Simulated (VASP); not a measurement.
## NaH: single point with r2SCAN

Crystal: NaH.

```xyz
2
Lattice="2.9551 0.0000 0.0000 0.0000 2.9551 0.0000 0.0000 0.0000 2.9551" Properties=species:S:1:pos:R:3 pbc="T T T"
Na    0.0000    0.0625    0.0000
H     1.4776    1.4776    1.4776
```

The cell comes from a database or a generator and needn't be the stable form of this composition.

The cell isn't the ideal one: all Na atoms moved +0.062 Å, as atom 1 along Cartesian [0 1 0].

```json
{
 "Program": "VASP 6.6.1",
 "Task": "single point",
 "Functional": "r2SCAN",
 "Potentials or basis": "VASP PAW PBE potentials, release 64 (Na_pv, H)",
 "Cutoff": "520 eV",
 "k mesh": "10 × 10 × 10",
 "Occupations": "gaussian, width 0.05 eV",
 "Spin": "no spin polarisation",
 "Dipole correction": "no",
 "Further INCAR settings": "ALGO = Normal; EDIFF = 1e-06; NBANDS = 11"
}
```

* Pressure: -0.9 GPa
* Largest force: 0.031 eV/Å
* Band gap on the k mesh: 1.61 eV, indirect (least direct gap 5.09 eV)

Forces in eV/Å, atoms in the order of the input:
```
Na   0.000 -0.031  0.000
H    0.000  0.031  0.000
```

Levels at points of the mesh, in eV from the valence-band top:
| k point | band 2 | band 3 | band 4 | band 5 | band 6 | band 7 |
| --- | --- | --- | --- | --- | --- | --- |
| (0.00, 0.00, 0.00) | -25.47 | -25.47 | -5.95 | 9.67 | 11.58 | 11.59 |
| (0.50, 0.00, 0.00) | -25.46 | -25.46 | -3.49 | 1.61 | 11.94 | 14.79 |
| (0.00, 0.50, 0.00) | -25.46 | -25.46 | -3.49 | 1.61 | 11.96 | 14.79 |
| (0.50, 0.50, 0.00) | -25.61 | -25.45 | -1.81 | 4.82 | 4.82 | 7.75 |
| (0.50, 0.00, 0.50) | -25.61 | -25.45 | -1.81 | 4.82 | 4.82 | 7.75 |
| (0.50, 0.50, 0.50) | -25.59 | -25.59 | 0.00 | 7.29 | 7.29 | 7.29 |

It took 50 s on 1 thread of Intel(R) Xeon(R) Platinum 8488C (Sapphire Rapids), with other jobs on the host, peak memory 0.15 GiB.

Caveat: the PAW data sets were made with another functional, which shifts forces and pressure a little. A k mesh can miss the band edges.
